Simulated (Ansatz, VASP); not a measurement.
Ga in VASP and in Ansatz

The input INCAR:

```
  ALGO = Fast
  EDIFF = 1E-7
  ENCUT = 520
  GGA = PS
  ISIF = 2
  ISMEAR = -1
  LASPH = True
  LCHARG = False
  LREAL = False
  LWAVE = False
  NBANDS = 34
  NELM = 100
  PREC = Accurate
  SIGMA = 0.05
```

KPOINTS

```
k-points
0
Gamma
  7 7 6
```

The input POSCAR:

```
Ga
1.0
    2.3058543979     -3.9056269163      0.0000000000
    2.3058543979      3.9056269163      0.0000000000
    0.0000000000      0.0000000000      4.6127284086
Ga
4
Direct
    0.3451000000      0.6549000000      0.4190000000
    0.1549000000      0.8451000000      0.9190000000
    0.6549000000      0.3451000000      0.5810000000
    0.8451000000      0.1549000000      0.0810000000
```

File input.yaml:

```yaml
crystal:
  lattice:
    - [2.3058543979, -3.9056269163, 0.0]
    - [2.3058543979, 3.9056269163, 0.0]
    - [0.0, 0.0, 4.6127284086]
  atoms:
    - { symbol: Ga, position: [0.3451, 0.6549, 0.419] }
    - { symbol: Ga, position: [0.1549, 0.8451, 0.919] }
    - { symbol: Ga, position: [0.6549, 0.3451, 0.581] }
    - { symbol: Ga, position: [0.8451, 0.1549, 0.081] }
hamiltonian:
  xc: pbesol
  pseudopotentials: { kind: paw }
kpoints:
  mp_grid: { grid: [7, 7, 6] }
scf:
  occupations: { method: fermi_dirac, width: 0.05 }
output:
  forces: true
  stress: true
  eigenvalues: true
```

Alike in both runs: task single point; functional PBEsol; k mesh 7 × 7 × 6; occupations fermi-dirac, width 0.05 eV; no spin polarisation.

```csv
,VASP,Ansatz
version,VASP 6.6.1,Ansatz 0.2.0
potentials or method,"VASP PAW PBE potentials, release 64 (Ga_d)",Ansatz PAW
plane-wave cutoff (eV),520,420
valence electrons in the cell,52,52
```

Ansatz gave:

| Property | Result |
| --- | --- |
| gap on the k mesh at the Fermi level (eV) | none |
| pressure (GPa) | -4.1 |
| largest component of the traceless stress (GPa) | 0.61 |
| rms of the force components (eV/Å) | 0.069 |

Estimate VASP's values.

gap on the k mesh at the Fermi level (eV): none; pressure (GPa): -4.1; largest component of the traceless stress (GPa): 0.60; rms of the force components (eV/Å): 0.067.

Atom by atom the forces differ by 0.002 eV/Å (rms over components). A gap of «none» marks a metal or a gap that the smearing closes.

Caveats: the PAW data sets were made with another functional, which shifts forces and pressure a little (VASP); the PAW data sets come from PBE, with cores solved anew for the run's functional, which leaves a small shift of forces and pressure (Ansatz).
